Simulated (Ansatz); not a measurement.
# ZnSe: the cost of one run

Method: DFT r2SCAN, scalar-relativistic, plane waves, PAW, in Ansatz 0.2.0.

## 1. Starting point

The structure is tetragonal, space group P4/nmm (No. 129). The conventional cell has a = 4.108 Å, b = 4.108 Å, c = 6.070 Å, α = 90.00°, β = 90.00°, γ = 90.00°. Zn (site symmetry -4m2) has 4 Se at 2.54 Å and 4 Zn at 2.90 Å as nearest neighbours. Se (site symmetry 4mm) is surrounded by 4 Zn at 2.54 Å.

As a file:

```cif
data_structure
_symmetry_space_group_name_H-M 'P 1'
_symmetry_Int_Tables_number 1
_cell_length_a 4.1077
_cell_length_b 4.1077
_cell_length_c 6.0704
_cell_angle_alpha 90.000
_cell_angle_beta 90.000
_cell_angle_gamma 90.000
_cell_volume 102.43
loop_
_atom_site_label
_atom_site_type_symbol
_atom_site_fract_x
_atom_site_fract_y
_atom_site_fract_z
_atom_site_occupancy
Zn1 Zn 0.00000 0.00000 0.00000 1
Zn2 Zn 0.50000 0.50000 0.00000 1
Se1 Se 0.00000 0.50000 0.24628 1
Se2 Se 0.50000 0.00000 0.75372 1
```

The structure comes from the Materials Project (structure only).

## 2. Another functional, on a distorted cell: r2SCAN

Against the listed cell: strain xx, yy, zz, yz, xz, xy = -2.5, -2.5, -1.0, +0.0, +0.0, +0.0 %; atoms moved by 0.25 Å root mean square, at most 0.35 Å.

input.yaml

```yaml
crystal:
  lattice:
    - [4.0057077593, 0.0, 0.0]
    - [0.0, 4.0057077593, 0.0]
    - [0.0, 0.0, 6.0106784595]
  atoms:
    - { symbol: Zn, position: [0.0, 0.0, 0.0] }
    - { symbol: Zn, position: [0.5, 0.5, 0.0] }
    - { symbol: Se, position: [0.0, 0.5, 0.1880373302] }
    - { symbol: Se, position: [0.5, 0.0, 0.8119626698] }
basis:
  ecutwfc: 500
kpoints:
  mp_grid: { grid: [8, 8, 6] }
hamiltonian:
  xc: r2scan
scf:
  occupations: { method: gaussian, width: 0.02 }
output:
  forces: true
  stress: true
  eigenvalues: true
```

On the command line:

```
ansatz run input.yaml --threads 1 --pin off --max-ram 1331MiB --backend cpu --events-out ev --progress --plain --runs-dir out
```

Q: Estimate wall time and peak memory on 1 thread of an x86-64 CPU, shared host.

About 38 s, with a peak of 0.7 GiB.
